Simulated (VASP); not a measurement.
A run of VASP 6.6.1:

The input POSCAR:

```
PbSe
1.0
    5.1741302537      0.0000000000      0.0000000000
   -2.5870651268      4.4809282423      0.0000000000
    0.0000000000      0.0000000000      6.2132838629
Pb Se
2 2
Direct
    0.3333333333      0.6666666667      0.2500000000
    0.6666666667      0.3333333333      0.7500000000
    0.6666666667      0.3333333333      0.2500000000
    0.3333333333      0.6666666667      0.7500000000
```

Contents of INCAR.step1:

```
PREC = Accurate ; ENCUT = 520
ISMEAR = 0 ; SIGMA = 0.01
LREAL = F ; LASPH = T
NELM = 100 ; NBANDS = 28
GGA = PE ; ALGO = Normal
EDIFF = 1E-4 ; LWAVE = T
LCHARG = F ; ISYM = 0
```

INCAR.step2

```
PREC = Accurate ; ENCUT = 520
EDIFF = 1E-6 ; ISMEAR = 0
SIGMA = 0.01 ; LREAL = F
LASPH = T ; NELM = 100
ALGO = Normal ; ISIF = 2
LWAVE = F ; LCHARG = T
METAGGA = R2SCAN ; LMIXTAU = T
LELF = T ; LVHAR = T
NBANDS = 28 ; ISTART = 1
ISYM = 0
```

Contents of KPOINTS:

```
Automatic mesh
0
Gamma
  6 6 4
  0.5 0.5 0.5
```

Potentials or basis: VASP PAW PBE potentials, release 64 (Pb_d, Se).

Command:

```sh
$ cat potpaw_PBE.64/Pb_d/POTCAR potpaw_PBE.64/Se/POTCAR > POTCAR
$ cp INCAR.step1 INCAR
$ mpirun -np 1 vasp_std > vasp.out
$ cp INCAR.step2 INCAR
$ mpirun -np 1 vasp_std > vasp.out
```

Hardware: 1 thread of Intel(R) Xeon(R) 6975P-C (Granite Rapids), on a shared host.

**Question.** How long does it take, and how much memory?

**Answer.** It took 19 min on 1 thread of Intel(R) Xeon(R) 6975P-C (Granite Rapids), on a shared host, peak memory 0.83 GiB. Counts: scf iterations 11, k points 216.
